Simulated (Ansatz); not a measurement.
**CaO: stationary points along a deformation path**

Method: Ansatz, DFT LDA, scalar-relativistic, plane waves, PAW. Cutoff 420 eV, Γ-centred 9×9×6 k-points, Gaussian smearing of 0.05 eV. No spin polarisation. Energies are free energies at this smearing, counted from the undisturbed cell; pressure is positive in compression.

The starting cell (as given, not relaxed at this level; it stands at -5.7 GPa; this form isn't the usual structure):

```
Ca O
1.0
     3.99198    0.00000    0.00000
    -1.99599    3.45715    0.00000
     0.00000    0.00000    4.78484
Ca O
2 2
Direct
  0.33333 0.66667 0.75000
  0.66667 0.33333 0.25000
  0.33333 0.66667 0.25000
  0.66667 0.33333 0.75000
```

At fixed volume and fractional coordinates, lengths along (0.000, 0.000, 1.000) are scaled against those across it; ρ is that ratio over its starting value. V = 16.509 Å³/atom. Δσ is the stress along the axis less the mean stress across it (compression positive).

```
    ρ  ΔE (meV/atom)  Δσ (GPa) space group
0.800          289.1     48.07     P6_3/mmc
0.850          131.5     28.62     P6_3/mmc
0.920           27.0     11.09     P6_3/mmc
0.960            4.8      4.39     P6_3/mmc
1.000            0.0     -0.78     P6_3/mmc
1.050           11.3     -5.82     P6_3/mmc
1.100           36.6     -9.92     P6_3/mmc
1.200          117.1    -16.99     P6_3/mmc
1.300          229.4    -24.03     P6_3/mmc
```

How does the stress give the slope of the energy, and where is the energy stationary?

Along the path d ln(length) is 2/3 d ln ρ on the axis and −1/3 d ln ρ across it, so dE/d ln ρ = −(2/3) V Δσ: the energy falls with ρ where Δσ is positive. Δσ vanishes or changes sign between ρ = 0.960 and 1.000, a minimum (near 0.99 by linear interpolation). Pairs of stationary points between two samples would go unseen, and could change a minimum read from distant neighbours into a maximum.

Integrate that slope from ρ = 1 to 1.200 by the trapezoid rule.

With V/N in Å³ and 1 eV/Å³ = 160.2 GPa the slopes at ρ = 1.000, 1.050, 1.100, 1.200 are 54, 400, 682, 1167 meV/atom per unit of ln ρ. The steps add 11.1 + 25.2 + 80.4 = 116.6 meV/atom, against 117.1 from the energies; the trapezoid rule misses the curvature of the slope within each step.